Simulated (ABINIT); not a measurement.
The system is KZnF3.

```
CELL_PARAMETERS angstrom
4.05000 0.00000 0.00000
0.00000 4.05000 0.00000
0.00000 0.00000 4.05000
ATOMIC_POSITIONS crystal
Zn 0.50000 0.50000 0.50000
K 0.00000 0.00000 0.00000
F 0.50000 0.00000 0.50000
F 0.00000 0.50000 0.50000
F 0.50000 0.50000 0.00000
```

| Item | Value |
| --- | --- |
| Program | ABINIT 10.8.3 (patched build) |
| Task | relaxation of cell and atoms |
| Functional | LDA |
| Potentials or basis | JTH PAW LDA v2.0 |
| Cutoff | 626 eV |
| k mesh | 5 × 5 × 5 |
| Occupations | fermi-dirac, width 0.05 eV |
| Spin | no spin polarisation |

At the start: pressure -4.8 GPa; volume 13.29 Å³/atom.

Where does the relaxation end?

Over 5 steps the energy falls by 11.8 meV/atom and the volume is 12.54 Å³/atom (-5.6 %); space group Pm-3m (No. 221, to 0.05 Å).

Step by step:
```
step  energy change (eV)  largest force (eV/Å)  pressure (GPa)  volume (Å³)
   1              0.0000                0.0000           -4.79        66.43
   2             -0.0257                0.0000           -3.72        65.46
   3             -0.0585                0.0000            0.57        62.35
   4             -0.0591                0.0000           -0.04        62.74
   5             -0.0591                0.0000            0.00        62.72
```

Final structure:
```yaml
crystal:
  lattice:
    - [3.97311, 0.00000, 0.00000]
    - [0.00000, 3.97311, 0.00000]
    - [0.00000, 0.00000, 3.97311]
  atoms:
    - { symbol: Zn, position: [0.50000, 0.50000, 0.50000] }
    - { symbol: K, position: [0.00000, 0.00000, 0.00000] }
    - { symbol: F, position: [0.50000, 0.00000, 0.50000] }
    - { symbol: F, position: [0.00000, 0.50000, 0.50000] }
    - { symbol: F, position: [0.50000, 0.50000, 0.00000] }
```
